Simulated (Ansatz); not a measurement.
# Si: band gap under strain

Aim: follow the gap of diamond Si through these states: +2.0 % biaxial strain in the (111) plane, free along [111]; +3.0 % biaxial strain in the (111) plane, free along [111]; +4.0 % biaxial strain in the (111) plane, free along [111]. The table at the end shows which levels were run.

The runs shown are made with Ansatz 0.2.0. PAW datasets, plane waves. Spin-unpolarised throughout; all numbers are computed.

**1. Starting point**

The unstrained cell was relaxed with r2SCAN; in each strained cell the atoms were relaxed again with r2SCAN. Names of k-points are those of the unstrained zone, where strain can split equivalent points. First state: +2.0 % biaxial strain in the (111) plane, free along [111].

It is trigonal, R-3m (No. 166); conventional cell a = 3.927 Å, c = 9.355 Å, 20.82 Å³ an atom. Near Si stand 4 Si at 2.36–2.39 Å.

Structure file:

```cif
data_structure
_symmetry_space_group_name_H-M 'R-3m:H'
_symmetry_Int_Tables_number 166
_cell_length_a 3.9267
_cell_length_b 3.9267
_cell_length_c 9.3553
_cell_angle_alpha 90.000
_cell_angle_beta 90.000
_cell_angle_gamma 120.000
_cell_volume 124.92
loop_
_atom_site_label
_atom_site_type_symbol
_atom_site_symmetry_multiplicity
_atom_site_Wyckoff_symbol
_atom_site_fract_x
_atom_site_fract_y
_atom_site_fract_z
_atom_site_occupancy
Si1 Si 6 c 0.33333 0.66667 0.54056 1
```

From earlier runs on the unstrained cell: PBE 0.58 eV, r2SCAN 0.92 eV, HSE06 1.14 eV, G0W0 1.18 eV (on its mesh); a = 5.444 Å.

**2. +2.0 % biaxial strain in the (111) plane, free along [111]: PBE**

Input file input.yaml:

```yaml
crystal:
  lattice:
    - [-0.0506090239, 2.7259522496, 2.7259522496]
    - [2.7259522496, -0.0506090239, 2.7259522496]
    - [2.7259522496, 2.7259522496, -0.0506090239]
  atoms:
    - { symbol: Si, position: [-0.0011050607, -0.0011050607, -0.0011050607] }
    - { symbol: Si, position: [0.2511050607, 0.2511050607, 0.2511050607] }
kpoints:
  mp_grid: { grid: [8, 8, 8] }
  band_path:
    path:
      - [0.0, 0.0, 0.0]
      - [0.5, 0.0, 0.5]
      - [0.625, 0.25, 0.625]
      - [0.375, 0.375, 0.75]
      - [0.5, 0.5, 0.5]
      - [0.5, 0.25, 0.75]
      - [0.0, 0.427083, 0.427083]
    npoints: 1
hamiltonian:
  xc: pbe
scf:
  occupations: { method: fermi_dirac, width: 0.02 }
  n_extra_bands: 4
output:
  forces: true
  stress: true
  eigenvalues: true
```

Launch:

```console
$ ansatz run input.yaml --threads 2 --pin off --max-ram 20275MiB --backend cpu --events-out ev --progress --plain --runs-dir out
```

After this run come: +2.0 % biaxial strain in the (111) plane, free along [111]: r2SCAN; +2.0 % biaxial strain in the (111) plane, free along [111]: HSE06; +2.0 % biaxial strain in the (111) plane, free along [111]: r2SCAN; +2.0 % biaxial strain in the (111) plane, free along [111]: G0W0@PBE; +3.0 % biaxial strain in the (111) plane, free along [111]: PBE; +3.0 % biaxial strain in the (111) plane, free along [111]: r2SCAN; +3.0 % biaxial strain in the (111) plane, free along [111]: HSE06; +3.0 % biaxial strain in the (111) plane, free along [111]: r2SCAN; +3.0 % biaxial strain in the (111) plane, free along [111]: G0W0@PBE; +4.0 % biaxial strain in the (111) plane, free along [111]: PBE; +4.0 % biaxial strain in the (111) plane, free along [111]: r2SCAN; +4.0 % biaxial strain in the (111) plane, free along [111]: HSE06; +4.0 % biaxial strain in the (111) plane, free along [111]: r2SCAN; +4.0 % biaxial strain in the (111) plane, free along [111]: G0W0@PBE.

**Question.** What will these runs give?

**Answer**, as computed:

Least gap in eV (negative: overlap), with the change from the unstrained cell in brackets. G0W0 is on its own coarse mesh.

| state | volume change (%) | PBE | r2SCAN | HSE06 | G0W0 |
| --- | --- | --- | --- | --- | --- |
| +2.0 % biaxial strain in the (111) plane, free along [111] | +3.2 | 0.47 (-0.11) | 0.69 (-0.23) | 1.02 (-0.12) | 0.96 (-0.22) |
| +3.0 % biaxial strain in the (111) plane, free along [111] | +4.9 | 0.41 (-0.17) | 0.60 (-0.32) | 0.96 (-0.18) | 0.87 (-0.31) |
| +4.0 % biaxial strain in the (111) plane, free along [111] | +6.6 | 0.36 (-0.22) | 0.52 (-0.40) | 0.91 (-0.23) | 0.79 (-0.39) |

What this shows: With HSE06, of the states in the table +4.0 % biaxial strain in the (111) plane, free along [111] shifts the gap most, by -0.236 eV. PBE and HSE06 differ by 0.56 eV on the unstrained gap, and by at most 0.01 eV on its change: PBE follows the response to strain far better than the gap itself. The G0W0 figures hold for the stated bands, cutoff and mesh and aren't extrapolated.
